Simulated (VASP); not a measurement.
## A VASP 6.6.1 single-point calculation on CaF$_{2}$

INCAR

```
LWAVE = .FALSE.
EDIFF = 1E-7
LCHARG = .FALSE.
ISIF = 2
ISMEAR = -5
NBANDS = 19
ENCUT = 520
LASPH = .TRUE.
IBRION = -1
GGA = PE
NSW = 0
LREAL = .FALSE.
NELM = 75
PREC = Accurate
SIGMA = 0.02
```

KPOINTS

```
KPOINTS created by Atomic Simulation Environment
0
Gamma
1 1 1
0 0 0
```

POSCAR

```
Ca F
 1.0000000000000000
     0.0000000000000000    2.7467889036000002    2.7467889036000002
     2.7467889036000002    0.0000000000000000    2.7467889036000002
     2.7467889036000002    2.7467889036000002    0.0000000000000000
 Ca  F
   1   2
Cartesian
  0.0000000000000000  0.0000000000000000  0.0000000000000000
  1.3733944517999999  1.3733944517999999  1.3733944517999999
  4.1201833554000000  4.1201833554000000  4.1201833554000000
```

The recommended PBE PAW datasets give the neutral cell 24 valence electrons.

Command

```
mpirun -np 1 vasp_std
```

Standard output (part)

```
POSCAR found type information on POSCAR CaF
 POSCAR found :  2 types and       3 ions
 LDA part: xc-table for (Slater+PW92), standard interpolation
|     EEEEEEE  RRRRRR   RRRRRR   OOOOOOO  RRRRRR      ###     ###     ###     |
|     E        R     R  R     R  O     O  R     R     ###     ###     ###     |
|     E        R     R  R     R  O     O  R     R     ###     ###     ###     |
|     EEEEE    RRRRRR   RRRRRR   O     O  RRRRRR       #       #       #      |
|     E        R    R   R    R   O     O  R    R      ###     ###     ###     |
|     EEEEEEE  R     R  R     R  OOOOOOO  R     R     ###     ###     ###     |
|     IBZKPT: tetrahedron method fails for NKPT<4. NKPT = 1                   |
|       ---->  I REFUSE TO CONTINUE WITH THIS SICK JOB ... BYE!!! <----       |
```

VASP stopped before the first electronic step.

**Question.** What is wrong with this input?

**Answer.** Tetrahedra on too few k points. VASP stopped before the first electronic step.
